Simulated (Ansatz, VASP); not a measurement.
Two plane-wave programs on Cs

```
CELL_PARAMETERS angstrom
0.00000 3.82989 3.94834
3.82989 0.00000 3.94834
3.82989 3.82989 0.00000
ATOMIC_POSITIONS crystal
Cs 0.00000 0.00000 0.00000
```

Change from the starting cell: strain -0.030 along x and y, +0.000 along z, atoms carried along.

Alike in both runs: task single point; functional LDA; k mesh 10 × 10 × 10; occupations gaussian, width 0.15 eV; no spin polarisation.

|  | VASP | Ansatz |
| --- | --- | --- |
| version | VASP 6.6.1 | Ansatz 0.2.0 |
| potentials or method | VASP PAW LDA potentials, release 64 (Cs_sv) | scalar-relativistic, plane waves, PAW |
| plane-wave cutoff (eV) | 520 | 420 |
| valence electrons in the cell | 9 | 9 |

|  | VASP | Ansatz | Ansatz less VASP |
| --- | --- | --- | --- |
| gap on the k mesh at the Fermi level (eV) | none | none | - |
| pressure (GPa) | -0.3 | -0.3 | +0.01 |

A gap of «none» marks a metal or a gap that the smearing closes.

The runs have no spin-orbit coupling, so splittings on Cs are missing.
